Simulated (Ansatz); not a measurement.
Relaxing Zr

Method: DFT PBE, scalar-relativistic, plane waves, PAW (Ansatz 0.2.0). Run with 420 eV cutoff, 10×10×10 k-mesh, Gaussian smearing of 0.10 eV, no spin polarisation.

What was changed in Sn: Sn → Zr on all its sites, cell and atoms relaxed.

Command:

```bash
ansatz run input.yaml --threads 1 --pin off --max-ram 2560MiB --backend cpu --events-out ev --progress --plain --runs-dir out
```

Input:

```yaml
crystal:
  lattice:
    - [0.0, 3.9019035256, 3.9019035256]
    - [3.9019035256, 0.0, 3.9019035256]
    - [3.9019035256, 3.9019035256, 0.0]
  atoms:
    - { symbol: Zr, position: [0.0, 0.0, 0.0] }
    - { symbol: Zr, position: [0.25, 0.25, 0.25] }
basis:
  ecutwfc: 420
kpoints:
  mp_grid: { grid: [10, 10, 10] }
hamiltonian:
  xc: pbe
scf:
  occupations: { method: gaussian, width: 0.1 }
output:
  forces: true
  stress: true
  eigenvalues: true
relax:
  adjacent_minimum: "off"
  f_tol: 0.01
  max_steps: 60
  cell: { stress_tol: 0.1 }
```

F is the free energy. Steps run on the plane waves of an earlier cell, but the last one, and at times one on the way, on a freshly chosen basis, so a repeated geometry can differ a little in energy.

Steps:

| step | F − F(1) (eV) | largest force component (eV/Å) | V (Å³/atom) | P (GPa) |
| --- | --- | --- | --- | --- |
| 1 | 0.0000 | 0.000 | 59.406 | -6.37 |
| 2 | -0.6448 | 0.000 | 51.134 | -6.02 |
| 3 | -1.1773 | 0.000 | 43.669 | -5.39 |
| 4 | -1.5903 | 0.000 | 36.968 | -4.24 |
| 5 | -1.7903 | 0.000 | 30.990 | -0.12 |
| 6 | -1.7904 | 0.000 | 30.897 | 0.00 |
| 7 | -1.7896 | 0.000 | 30.897 | -0.01 |

Relaxed structure:

```
CELL_PARAMETERS angstrom
0.00000 3.13791 3.13791
3.13791 0.00000 3.13791
3.13791 3.13791 0.00000
ATOMIC_POSITIONS crystal
Zr 0.00000 0.00000 0.00000
Zr 0.25000 0.25000 0.25000
```

Symmetry: Fd-3m, No. 227, cubic system. Conventional cell: a = 6.276 Å, b = 6.276 Å, c = 6.276 Å, α = 90.00°, β = 90.00°, γ = 90.00°. Zr (site symmetry -43m) has 4 Zr at 2.72 Å as nearest neighbours.

The run converged. It took 21 s on 1 thread of AMD EPYC 7R43 64-Core Processor (Zen 3), on a shared host, peak memory 0.48 GiB.